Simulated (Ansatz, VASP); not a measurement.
# Ni: VASP beside Ansatz

```xyz
1
Lattice="0.0000 1.7690 1.7690 1.7690 0.0000 1.7690 1.7690 1.7690 0.0000" Properties=species:S:1:pos:R:3 pbc="T T T"
Ni    0.0000    0.0000    0.0000
```

Alike in both runs: task single point; functional PBE; k mesh 14 × 14 × 14; occupations methfessel-paxton of order 1, width 0.05 eV; collinear spin.

|  | VASP | Ansatz |
| --- | --- | --- |
| version | VASP 6.6.1 | Ansatz 0.2.0 |
| potentials or method | VASP PAW PBE potentials, release 64 (Ni) | PAW, plane waves, scalar-relativistic |
| plane-wave cutoff (eV) | 520 | 420 |
| valence electrons in the cell | 10 | 18 |

VASP gave:

| Quantity | Value |
| --- | --- |
| pressure (GPa) | -3.4 |
| net moment per atom (μB) | 0.59 |
| size of the moment on the site where the two differ most (μB) | 0.60 |

Question: Which values does Ansatz return?

Answer: Pressure (GPa): -2.9; net moment per atom (μB): 0.67; size of the moment on the site where the two differ most (μB): 0.72.

Site moments also hang on the region over which each program counts them. The two sets of potentials don't hold the same shells in valence. Ansatz warned: «stability_check_not_made».
